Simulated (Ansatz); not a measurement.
# CoSi (rocksalt type): the cost of one run

Computed with Ansatz 0.2.0 (DFT LDA, with the methods named in each step, unless a step's input says otherwise).

## Step 1: The starting structure

Symmetry: Fm-3m, No. 225, cubic system. The conventional cell has a = 4.570 Å, b = 4.570 Å, c = 4.570 Å, α = 90.00°, β = 90.00°, γ = 90.00°. Co (site symmetry m-3m) has 6 Si at 2.29 Å as nearest neighbours. Si (site symmetry m-3m) is surrounded by 6 Co at 2.29 Å.

Coordinates:

```xyz
2
Lattice="0.0000 2.2850 2.2850 2.2850 0.0000 2.2850 2.2850 2.2850 0.0000" Properties=species:S:1:pos:R:3 pbc="T T T"
Co    0.0000    0.0000    0.0000
Si    2.2850    2.2850    2.2850
```

Whether this phase is the stable one at these pressures isn't tested.

Atoms are numbered in the order of the input: Co1, Si2.

## Step 2: The reference volume, LAPW

The input, input.yaml:

```yaml
crystal:
  lattice:
    - [0.0, 2.2850227151, 2.2850227151]
    - [2.2850227151, 0.0, 2.2850227151]
    - [2.2850227151, 2.2850227151, 0.0]
  atoms:
    - { symbol: Co, position: [0.0, 0.0, 0.0] }
    - { symbol: Si, position: [0.5, 0.5, 0.5] }
kpoints:
  mp_grid: { grid: [14, 14, 14] }
  band_path:
    path:
      - [0.0, 0.0, 0.0]
      - [0.5, 0.0, 0.5]
      - [0.625, 0.25, 0.625]
      - [0.375, 0.375, 0.75]
      - [0.0, 0.0, 0.0]
      - [0.5, 0.5, 0.5]
      - [0.5, 0.25, 0.75]
      - [0.5, 0.0, 0.5]
    npoints: 14
scf:
  occupations: { method: fermi_dirac, width: 0.1 }
hamiltonian:
  xc: lda
  pseudopotentials: { kind: all_electron, lapw: { basis_error: 0.001 } }
output:
  forces: true
  stress: true
  eigenvalues: true
  populations: true
  dos: { projected: true, de: 0.2, e_range: [-14, 8] }
```

Run with:

```console
$ ansatz run input.yaml --threads 1 --pin off --max-ram 2048MiB --backend cpu --events-out ev --progress --plain --runs-dir out
```

Q: Estimate wall time and peak memory on 1 thread of Intel Xeon Platinum 8488C (Sapphire Rapids), shared host.

About 18 s, with a peak of 0.44 GiB.
